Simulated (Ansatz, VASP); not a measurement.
**One calculation of As, two programs**

The input INCAR:

```
SYSTEM = As
  PREC = Accurate
  ENCUT = 520
  EDIFF = 1E-7
  ISMEAR = -1
  SIGMA = 0.05
  LREAL = .False.
  LASPH = .True.
  NELM = 100
  ALGO = Normal
  ISIF = 2
  LWAVE = .False.
  LCHARG = .False.
  GGA = PS
  NBANDS = 18
```

The input KPOINTS:

```
regular mesh
0
Gamma
  8 8 6
  0 0 0
```

POSCAR

```
As
1.0
    1.8607934009     -5.6078705233      0.0000000000
    1.8607934009      5.6078705233      0.0000000000
    0.0000000000      0.0000000000      4.5576693162
As
4
Direct
    0.3900000000      0.6100000000      0.5600000000
    0.8900000000      0.1100000000      0.9400000000
    0.6100000000      0.3900000000      0.4400000000
    0.1100000000      0.8900000000      0.0600000000
```

input.yaml

```yaml
crystal:
  lattice:
    - [1.8607934009, -5.6078705233, 0.0]
    - [1.8607934009, 5.6078705233, 0.0]
    - [0.0, 0.0, 4.5576693162]
  atoms:
    - { symbol: As, position: [0.39, 0.61, 0.56] }
    - { symbol: As, position: [0.89, 0.11, 0.94] }
    - { symbol: As, position: [0.61, 0.39, 0.44] }
    - { symbol: As, position: [0.11, 0.89, 0.06] }
hamiltonian:
  xc: pbesol
  pseudopotentials: { kind: paw }
kpoints:
  mp_grid: { grid: [8, 8, 6] }
scf:
  occupations: { method: fermi_dirac, width: 0.05 }
output:
  forces: true
  stress: true
  eigenvalues: true
  write_density: true
  write_potential: true
  elf: true
  volumetric_format: npy
```

Change from the starting cell: volume scaled by 1.06.

Alike in both runs: task single point; functional PBEsol; k mesh 8 × 8 × 6; occupations fermi-dirac, width 0.05 eV; no spin polarisation.

```csv
,VASP,Ansatz
version,VASP 6.6.1,Ansatz 0.2.0
potentials or method,"VASP PAW PBE potentials, release 64 (As)",Ansatz PAW
plane-wave cutoff (eV),520,420
valence electrons in the cell,20,60
```

|  | VASP | Ansatz | Ansatz less VASP |
| --- | --- | --- | --- |
| gap on the k mesh at the Fermi level (eV) | 0.10 | 0.11 | +0.012 |
| least direct gap on the mesh (eV) | 0.18 | 0.19 | +0.008 |
| pressure (GPa) | -3.6 | -3.9 | -0.30 |
| largest component of the traceless stress (GPa) | 0.61 | 0.59 | -0.019 |
| rms of the force components (eV/Å) | 0.236 | 0.270 | +0.0338 |

Atom by atom the forces differ by 0.034 eV/Å (rms over components). The two sets of potentials don't hold the same shells in valence.

Caveats: the PAW data sets were made with another functional, which shifts forces and pressure a little (VASP); the PAW data sets come from PBE, with cores solved anew for the run's functional, which leaves a small shift of forces and pressure (Ansatz). A k mesh can miss the band edges.
